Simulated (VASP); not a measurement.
# Mesh, vacuum, cutoff and functional for a few sheets of WS2, part 4 of 5

Wanted: the error that each setting leaves in the work function or ionisation potential of a few sheets of WS2.

VASP 6.6.1, plane waves and PAW; the level of theory is named at each step.

So far, highest filled level below the vacuum (eV): step 2 (the base run) 5.32; step 3 (another mesh, mesh points along a 3, k-mesh 3×3×1) 5.34; step 11 (a lower cutoff, ENCUT 210) 5.31; step 12 (a lower cutoff, ENCUT 280) 5.32; step 13 (another smearing width, SIGMA 0.02) 5.32.

## 15. Another level, functional LDA, disp none

This step: LDA, no spin polarisation; plane waves and PAW (S, W) (VASP 6.6.1).

Beside the numerical settings stands the choice of exchange and correlation.

File INCAR:

```
SYSTEM = WS2
PREC = Normal
ENCUT = 350
EDIFF = 1E-06
NELM = 120
ISMEAR = 0
SIGMA = 0.05
LREAL = .FALSE.
ALGO = Normal
GGA = CA
NBANDS = 24
LASPH = .TRUE.
LORBIT = 11
LWAVE = .FALSE.
LCHARG = .FALSE.
KPAR = 4
IDIPOL = 3
LDIPOL = .TRUE.
DIPOL = 0.5 0.5 0.5
LVHAR = .TRUE.
LVACPOTAV = .TRUE.
```

File POSCAR:

```
WS2
1.0
    3.1800000000      0.0000000000      0.0000000000
   -1.5900000000      2.7539607840      0.0000000000
    0.0000000000      0.0000000000     24.3750000000
S W
4 2
Direct
    0.3333333330      0.6666666670      0.6923076920
    0.3333333330      0.6666666670      0.5641025640
    0.6666666670      0.3333333330      0.4358974360
    0.6666666670      0.3333333330      0.3076923080
    0.6666666670      0.3333333330      0.6282051280
    0.3333333330      0.6666666670      0.3717948720
```

File KPOINTS:

```
Automatic mesh
0
Gamma
9 9 1
0 0 0
```

PAW data sets: S and W (PBE family, release 64).

Launch:

```bash
$ mpirun -np 4 vasp_std
```

What it wrote:

```text
[banner, memory and clock lines left out]
running    4 mpi-ranks, on    1 nodes
 distrk:  each k-point on    1 cores,    4 groups
 distr:  one band on    1 cores,    1 groups

 POSCAR found type information on POSCAR S W
 POSCAR found :  2 types and       6 ions
|                                                                             |
|               ----> ADVICE to this user running VASP <----                  |
|                                                                             |
|     You enforced a specific xc type in the INCAR file but a different       |
|     [... a line on the potential file left out ...]
|     I HOPE YOU KNOW WHAT YOU ARE DOING!                                     |
|                                                                             |

 LDA part: xc-table for (Slater(with rela. corr.)+CA(PZ))
 , standard interpolation
 POSCAR, INCAR and KPOINTS ok, starting setup
 FFT: planning ... GRIDC
 FFT: planning ... GRID_SOFT
 FFT: planning ... GRID
 WAVECAR not read
 entering main loop
       N       E                     dE             d eps       ncg     rms          rms(c)
DAV:   1     0.204573662492E+03    0.20457E+03   -0.11800E+04   576   0.894E+02
DAV:   2    -0.337359032237E+02   -0.23831E+03   -0.23265E+03   872   0.224E+02
DAV:   3    -0.548736796572E+02   -0.21138E+02   -0.21002E+02   760   0.737E+01
DAV:   4    -0.554301880704E+02   -0.55651E+00   -0.55512E+00   840   0.133E+01
DAV:   5    -0.554470217097E+02   -0.16834E-01   -0.16818E-01   752   0.210E+00    0.423E+01
DAV:   6    -0.530412141929E+02    0.24058E+01   -0.10822E+01   856   0.160E+01    0.185E+01
DAV:   7    -0.527514434685E+02    0.28977E+00   -0.37004E+00   784   0.107E+01    0.919E+00
DAV:   8    -0.525894427570E+02    0.16200E+00   -0.48224E-01   816   0.447E+00    0.155E+00
DAV:   9    -0.525816320470E+02    0.78107E-02   -0.10281E-01   816   0.165E+00    0.479E-01
DAV:  10    -0.525797531944E+02    0.18789E-02   -0.16613E-02   824   0.759E-01    0.439E-01
DAV:  11    -0.525799175473E+02   -0.16435E-03   -0.23326E-03   816   0.287E-01    0.126E-01
DAV:  12    -0.525798944872E+02    0.23060E-04   -0.55547E-04   792   0.146E-01    0.833E-02
DAV:  13    -0.525799781796E+02   -0.83692E-04   -0.86611E-05   848   0.475E-02    0.320E-02
DAV:  14    -0.525801825666E+02   -0.20439E-03   -0.69767E-05   680   0.361E-02    0.134E-02
DAV:  15    -0.525802094272E+02   -0.26861E-04   -0.83931E-06   784   0.165E-02    0.203E-02
DAV:  16    -0.525803076127E+02   -0.98185E-04   -0.18682E-05   632   0.166E-02    0.143E-02
DAV:  17    -0.525803169653E+02   -0.93526E-05   -0.84984E-06   648   0.104E-02    0.132E-02
DAV:  18    -0.525803264358E+02   -0.94705E-05   -0.65635E-07   520   0.416E-03    0.229E-03
DAV:  19    -0.525803514569E+02   -0.25021E-04   -0.15030E-06   536   0.450E-03    0.357E-03
DAV:  20    -0.525803627564E+02   -0.11299E-04   -0.32394E-07   488   0.225E-03    0.169E-03
DAV:  21    -0.525803732854E+02   -0.10529E-04   -0.46122E-07   504   0.215E-03    0.301E-03
DAV:  22    -0.525803755058E+02   -0.22204E-05   -0.66453E-08   408   0.109E-03    0.170E-03
DAV:  23    -0.525803767706E+02   -0.12648E-05   -0.54927E-08   408   0.833E-04    0.332E-04
DAV:  24    -0.525803775797E+02   -0.80913E-06   -0.48496E-08   376   0.668E-04
 [... a notice as in an earlier step ...]

   1 F= -.52580378E+02 E0= -.52580378E+02  d E =-.227899E-15
```

Wall time 5.6 s (4 MPI ranks of Intel Xeon 6975P-C (Granite Rapids), shared host); peak memory 0.64 GiB; 19 s of CPU time.

OUTCAR, selected parts (step 15):

```text
   NELECT =      36.0000    total number of electrons

 E-fermi :   0.4360

 k-point     1 :       0.0000    0.0000    0.0000
  band No.  band energies     occupation
    ...
     14      -1.8524      2.00000
     15      -1.8524      2.00000
     16      -1.7989      2.00000
     17      -0.4675      2.00000
     18       0.1712      2.00000
     19       2.6643      0.00000
     20       2.6643      0.00000
     21       2.6721      0.00000
     22       2.6721      0.00000
     23       2.8178      0.00000
    ...

  Total       -4.0545006     -4.0545006     -2.3842650     -0.0000000      0.0000000      0.0000000
  in kB      -30.4311560    -30.4311560    -17.8951612     -0.0000000      0.0000000      0.0000000
  external PRESSURE =     -26.2524911 kB  Pullay stress =       0.0000000 kB

 POSITION                                       TOTAL-FORCE (eV/Angst)
 -----------------------------------------------------------------------------------
     -0.00000      1.83597     16.87500        -0.000000      0.000000     -0.346294
     -0.00000      1.83597     13.75000         0.000000     -0.000000      0.262011
      1.59000      0.91799     10.62500         0.000000      0.000000     -0.262011
      1.59000      0.91799      7.50000        -0.000000     -0.000000      0.346294
      1.59000      0.91799     15.31250         0.000000      0.000000      0.022753
     -0.00000      1.83597      9.06250         0.000000      0.000000     -0.022753
 -----------------------------------------------------------------------------------
    total drift:                                0.000000     -0.000000     -0.000000

  FREE ENERGIE OF THE ION-ELECTRON SYSTEM (eV)
  ---------------------------------------------------
  free  energy   TOTEN  =       -52.5803775797 eV

  energy  without entropy=      -52.5803775797  energy(sigma->0) =      -52.58037758

 vacuum level on the upper side and lower side of the slab         5.722         5.722

[... 9 parts as in an earlier step ...]

[... 9 further parts left out ...]
```

The PAW data sets were made with PBE, though LDA sets exist; this is a small mismatch.

This step gave:

| Item | Value |
| --- | --- |
| free energy (TOTEN) | -52.5804 eV |
| Fermi energy | 0.436 eV |
| vacuum levels | 5.722, 5.722 eV |
| ionisation potentials of the upper and lower face | 5.551, 5.551 eV |
| electron affinities of the upper and lower face | 4.169, 4.169 eV |
| highest filled level below the vacuum | 5.551 eV |
| gap on the k-mesh | 1.382 eV |

Force by atom:

```
atom  x (eV/Å)  y (eV/Å)  z (eV/Å)   size
  S1     0.000     0.000    -0.346  0.346
  S2     0.000     0.000     0.262  0.262
  S3     0.000     0.000    -0.262  0.262
  S4     0.000     0.000     0.346  0.346
  W5     0.000     0.000     0.023  0.023
  W6     0.000     0.000    -0.023  0.023
```

Against the base run its depth below the vacuum changes by +0.23 eV.

## 16. Another level, functional PBEsol, disp none

This step: PBEsol, no spin polarisation; plane waves and PAW (S, W) (VASP 6.6.1).

INCAR, as its differences from that of step 15:

```diff
@@ -9,3 +9,3 @@
 ALGO = Normal
-GGA = CA
+GGA = PS
 NBANDS = 24
```

POSCAR is that of step 15.

KPOINTS is that of step 15.

Launch:

```bash
$ mpirun -np 4 vasp_std
```

What it wrote:

```text
[banner, memory and clock lines left out]
running    4 mpi-ranks, on    1 nodes
[...]
[... a notice as in an earlier step ...]

 LDA part: xc-table for (Slater+PW92), standard interpolation
 POSCAR, INCAR and KPOINTS ok, starting setup
[...]
entering main loop
       N       E                     dE             d eps       ncg     rms          rms(c)
DAV:   1     0.205698775392E+03    0.20570E+03   -0.11799E+04   576   0.894E+02
DAV:   2    -0.320710130760E+02   -0.23777E+03   -0.23208E+03   872   0.224E+02
DAV:   3    -0.528265778563E+02   -0.20756E+02   -0.20624E+02   768   0.729E+01
DAV:   4    -0.533595877541E+02   -0.53301E+00   -0.53174E+00   832   0.131E+01
[...]
DAV:  22    -0.506028952018E+02   -0.22415E-05   -0.87992E-08   424   0.138E-03    0.241E-03
DAV:  23    -0.506028967553E+02   -0.15535E-05   -0.82163E-08   432   0.956E-04    0.578E-04
DAV:  24    -0.506028974517E+02   -0.69640E-06   -0.42435E-08   384   0.892E-04
 [... a notice as in an earlier step ...]

   1 F= -.50602897E+02 E0= -.50602897E+02  d E =-.124499E-10
```

It took 7.4 s on 4 MPI ranks; peak memory 0.72 GiB; 27 s of CPU time.

Parts of OUTCAR (step 16):

```text
  Total       -2.8657447     -2.8657447     -1.1789662      0.0000000      0.0000000      0.0000000
  in kB      -21.5089194    -21.5089194     -8.8487602      0.0000000      0.0000000      0.0000000
  external PRESSURE =     -17.2888663 kB  Pullay stress =       0.0000000 kB

 POSITION                                       TOTAL-FORCE (eV/Angst)
 -----------------------------------------------------------------------------------
     -0.00000      1.83597     16.87500         0.000000      0.000000     -0.189194
     -0.00000      1.83597     13.75000        -0.000000      0.000000      0.177747
      1.59000      0.91799     10.62500         0.000000     -0.000000     -0.177747
      1.59000      0.91799      7.50000        -0.000000     -0.000000      0.189194
      1.59000      0.91799     15.31250        -0.000000      0.000000      0.025535
     -0.00000      1.83597      9.06250        -0.000000     -0.000000     -0.025535
 -----------------------------------------------------------------------------------
    total drift:                                0.000000     -0.000000     -0.000000

  FREE ENERGIE OF THE ION-ELECTRON SYSTEM (eV)
  ---------------------------------------------------
  free  energy   TOTEN  =       -50.6028974517 eV

  energy  without entropy=      -50.6028974517  energy(sigma->0) =      -50.60289745

[... 2 parts as in an earlier step ...]

[... 1 further part left out ...]
[key lines of the parts left out:]
E-fermi :   0.5415
```

The PAW data sets were made with PBE, which is usual practice but a small mismatch for other functionals.

Against the base run its depth below the vacuum changes by +0.03 eV.

## 17. Another level, functional RPBE, disp none

This step: RPBE, no spin polarisation; plane waves and PAW (S, W) (VASP 6.6.1).

INCAR, as its differences from that of step 16:

```diff
@@ -9,3 +9,3 @@
 ALGO = Normal
-GGA = PS
+GGA = RP
 NBANDS = 24
```

POSCAR is that of step 16.

KPOINTS is that of step 16.

Launch:

```bash
$ mpirun -np 4 vasp_std
```

What it wrote:

```text
[... set-up lines as in an earlier step ...]
 entering main loop
       N       E                     dE             d eps       ncg     rms          rms(c)
DAV:   1     0.210978325564E+03    0.21098E+03   -0.11795E+04   576   0.893E+02
DAV:   2    -0.266843815527E+02   -0.23766E+03   -0.23239E+03   872   0.223E+02
DAV:   3    -0.472386793730E+02   -0.20554E+02   -0.20397E+02   760   0.727E+01
DAV:   4    -0.477627287639E+02   -0.52405E+00   -0.52258E+00   848   0.130E+01
[...]
DAV:  21    -0.449263261278E+02   -0.10152E-04   -0.41811E-07   504   0.241E-03    0.314E-03
DAV:  22    -0.449263366350E+02   -0.10507E-04   -0.82822E-07   520   0.299E-03    0.162E-03
DAV:  23    -0.449263370965E+02   -0.46153E-06   -0.58474E-08   408   0.148E-03
 [... a notice as in an earlier step ...]

   1 F= -.44926337E+02 E0= -.44926337E+02  d E =-.113506E-14
```

It took 7.2 s on 4 MPI ranks; peak memory 0.7 GiB.

OUTCAR, selected parts (step 17):

```text
  Total        2.1553190      2.1553190      2.7937192     -0.0000000      0.0000000     -0.0000000
  in kB       16.1768013     16.1768013     20.9683297     -0.0000000      0.0000000     -0.0000000
  external PRESSURE =      17.7739774 kB  Pullay stress =       0.0000000 kB

 POSITION                                       TOTAL-FORCE (eV/Angst)
 -----------------------------------------------------------------------------------
     -0.00000      1.83597     16.87500         0.000000      0.000000      0.333838
     -0.00000      1.83597     13.75000         0.000000      0.000000     -0.137801
      1.59000      0.91799     10.62500         0.000000      0.000000      0.137801
      1.59000      0.91799      7.50000        -0.000000     -0.000000     -0.333838
      1.59000      0.91799     15.31250        -0.000000      0.000000      0.038103
     -0.00000      1.83597      9.06250        -0.000000      0.000000     -0.038103
 -----------------------------------------------------------------------------------
    total drift:                                0.000000     -0.000000     -0.000000

  FREE ENERGIE OF THE ION-ELECTRON SYSTEM (eV)
  ---------------------------------------------------
  free  energy   TOTEN  =       -44.9263370965 eV

  energy  without entropy=      -44.9263370965  energy(sigma->0) =      -44.92633710

[... 2 parts as in an earlier step ...]

[... 1 further part left out ...]
[key lines of the parts left out:]
E-fermi :   0.7303
```

Against the base run its depth below the vacuum changes by -0.08 eV.

## 18. Another level, functional optB88-vdW, disp nonlocal

This step: optB88-vdW, no spin polarisation; plane waves and PAW (S, W) (VASP 6.6.1).

INCAR, as its differences from that of step 17:

```diff
@@ -9,5 +9,9 @@
 ALGO = Normal
-GGA = RP
+GGA = BO
+AGGAC = 0
+LUSE_VDW = .TRUE.
+PARAM1 = 0.1833333333
+PARAM2 = 0.22
+LASPH = .TRUE.
 NBANDS = 24
-LASPH = .TRUE.
 LORBIT = 11
```

POSCAR is that of step 17.

KPOINTS is that of step 17.

Launch:

```bash
$ mpirun -np 4 vasp_std
```

What it wrote:

```text
[banner, memory and clock lines left out]
running    4 mpi-ranks, on    1 nodes
[...]
|                                                                             |
|               ----> ADVICE to this user running VASP <----                  |
|                                                                             |
|     You have switched on vdW-DFT.                                           |
|     This routine was written and supplied by Jiri Klimes. We recommend      |
|     that you carefully read and cite the following publications:            |
|       J. Klimes, D.R. Bowler, A. Michelides                                 |
|          J. Phys.: Cond Matt. 22 022201 (2010)                              |
|       J. Klimes, D.R. Bowler, A. Michelides                                 |
|          Phys. Rev. B. 83, 195131 (2011)                                    |
|     and references therein.                                                 |
|                                                                             |

 [... a notice as in an earlier step ...]

 LDA part: xc-table for (Slater+PW92), standard interpolation
 POSCAR, INCAR and KPOINTS ok, starting setup
[...]
entering main loop
       N       E                     dE             d eps       ncg     rms          rms(c)
DAV:   1     0.218564431940E+03    0.21856E+03   -0.11734E+04   576   0.893E+02
DAV:   2    -0.166115077954E+02   -0.23518E+03   -0.22770E+03   832   0.220E+02
DAV:   3    -0.384759910945E+02   -0.21864E+02   -0.21720E+02   744   0.744E+01
DAV:   4    -0.390262065966E+02   -0.55022E+00   -0.54849E+00   864   0.132E+01
[...]
DAV:  27    -0.361023839004E+02    0.71867E-05   -0.89309E-06   544   0.259E-02    0.897E-04
DAV:  28    -0.361023795339E+02    0.43665E-05   -0.36235E-06   520   0.159E-02    0.119E-03
DAV:  29    -0.361023799772E+02   -0.44332E-06   -0.54190E-06   544   0.214E-02
 [... a notice as in an earlier step ...]

   1 F= -.36102380E+02 E0= -.36102380E+02  d E =-.300571E-13
```

The job ended after 54 s (4 MPI ranks; peak memory 1.5 GiB; 3.5 min of CPU time).

OUTCAR, selected parts (step 18):

```text
  Total        1.4105945      1.4105945      2.2524966     -0.0000000      0.0000000      0.0000000
  in kB       10.5872528     10.5872528     16.9061697     -0.0000000      0.0000000      0.0000000
  external PRESSURE =      12.6935584 kB  Pullay stress =       0.0000000 kB

 POSITION                                       TOTAL-FORCE (eV/Angst)
 -----------------------------------------------------------------------------------
     -0.00000      1.83597     16.87500        -0.000000      0.000000      0.367679
     -0.00000      1.83597     13.75000         0.000000      0.000000     -0.390279
      1.59000      0.91799     10.62500        -0.000000      0.000000      0.390279
      1.59000      0.91799      7.50000        -0.000000     -0.000000     -0.367679
      1.59000      0.91799     15.31250         0.000000      0.000000      0.021236
     -0.00000      1.83597      9.06250        -0.000000     -0.000000     -0.021236
 -----------------------------------------------------------------------------------
    total drift:                               -0.000000     -0.000000     -0.000000

  FREE ENERGIE OF THE ION-ELECTRON SYSTEM (eV)
  ---------------------------------------------------
  free  energy   TOTEN  =       -36.1023799772 eV

  energy  without entropy=      -36.1023799772  energy(sigma->0) =      -36.10237998

[... 2 parts as in an earlier step ...]

[... 1 further part left out ...]
[key lines of the parts left out:]
E-fermi :   0.4453
```

Against the base run its depth below the vacuum changes by +0.26 eV.

## 19. Another level, functional r2SCAN, disp none

This step: r2SCAN, no spin polarisation; plane waves and PAW (S, W) (VASP 6.6.1).

INCAR, as its differences from that of step 18:

```diff
@@ -9,7 +9,3 @@
 ALGO = Normal
-GGA = BO
-AGGAC = 0
-LUSE_VDW = .TRUE.
-PARAM1 = 0.1833333333
-PARAM2 = 0.22
+METAGGA = R2SCAN
 LASPH = .TRUE.
```

POSCAR is that of step 18.

KPOINTS is that of step 18.

Launch:

```bash
$ mpirun -np 4 vasp_std
```

What it wrote:

```text
[banner, memory and clock lines left out]
running    4 mpi-ranks, on    1 nodes
[...]
[... a notice as in an earlier step ...]

 LDA part: xc-table for (None), standard interpolation
 POSCAR, INCAR and KPOINTS ok, starting setup
[...]
entering main loop
       N       E                     dE             d eps       ncg     rms          rms(c)
DAV:   1     0.115168768677E+03    0.11517E+03   -0.12007E+04   576   0.906E+02
DAV:   2    -0.124434506056E+03   -0.23960E+03   -0.23142E+03   816   0.227E+02
DAV:   3    -0.146536558076E+03   -0.22102E+02   -0.21920E+02   768   0.766E+01
DAV:   4    -0.147123549832E+03   -0.58699E+00   -0.58513E+00   832   0.136E+01
[...]
DAV:  21    -0.140292644223E+03   -0.17575E-04   -0.17941E-06   560   0.131E-02    0.880E-04
DAV:  22    -0.140292648623E+03   -0.43996E-05   -0.43227E-07   488   0.569E-03    0.695E-04
DAV:  23    -0.140292648084E+03    0.53886E-06   -0.11049E-07   392   0.319E-03
 [... a notice as in an earlier step ...]

   1 F= -.14029265E+03 E0= -.14029265E+03  d E =-.294592E-14
```

The job ended after 19 s (4 MPI ranks; peak memory 0.73 GiB).

Parts of OUTCAR (step 19):

```text
  Total       -0.6455590     -0.6455590     -0.5589027      0.0000000      0.0000000     -0.0000000
  in kB       -4.8452595     -4.8452595     -4.1948581      0.0000000      0.0000000     -0.0000000
  external PRESSURE =      -4.6284591 kB  Pullay stress =       0.0000000 kB

 POSITION                                       TOTAL-FORCE (eV/Angst)
 -----------------------------------------------------------------------------------
     -0.00000      1.83597     16.87500        -0.000000      0.000000     -0.122976
     -0.00000      1.83597     13.75000        -0.000000      0.000000      0.176269
      1.59000      0.91799     10.62500         0.000000     -0.000000     -0.176269
      1.59000      0.91799      7.50000         0.000000      0.000000      0.122976
      1.59000      0.91799     15.31250         0.000000      0.000000      0.029331
     -0.00000      1.83597      9.06250        -0.000000      0.000000     -0.029331
 -----------------------------------------------------------------------------------
    total drift:                                0.000000     -0.000000     -0.000000

  FREE ENERGIE OF THE ION-ELECTRON SYSTEM (eV)
  ---------------------------------------------------
  free  energy   TOTEN  =      -140.2926480839 eV

  energy  without entropy=     -140.2926480839  energy(sigma->0) =     -140.29264808

[... 2 parts as in an earlier step ...]

[... 1 further part left out ...]
[key lines of the parts left out:]
E-fermi :   0.4833
```

Against the base run its depth below the vacuum changes by +0.18 eV.

## 20. Side by side

Times are for 4 MPI ranks of Intel Xeon 6975P-C (Granite Rapids), shared host. The series side by side:

```
no.  functional  highest filled level below the vacuum (eV)   time  memory (GiB)
  1         LDA                                       5.551  5.6 s          0.64
  2      PBEsol                                       5.349  7.4 s          0.72
  3        RPBE                                       5.235  7.2 s           0.7
  4  optB88-vdW                                       5.578   54 s           1.5
  5      r2SCAN                                       5.496   19 s          0.73
```

(Continued in part 5 of 5.)

[Lines on the potential files, build, host, timing and source positions are cut from VASP's logs without a mark.]

[Logs are printed without paths, hosts, clocks, repeated set-up lines and the standing remarks that a program may print on its own settings, such as how far it seeks lower states.]

[Hosts, paths, dates, database ids (printed as entryN), source tags and the programs' standing remarks are cut or masked in the printed files.]

[In band tables of VASP the shares of atoms and orbitals are scaled to a sum of 1 inside the atoms' spheres.]

[Runs that stopped without an error message from VASP are left out.]
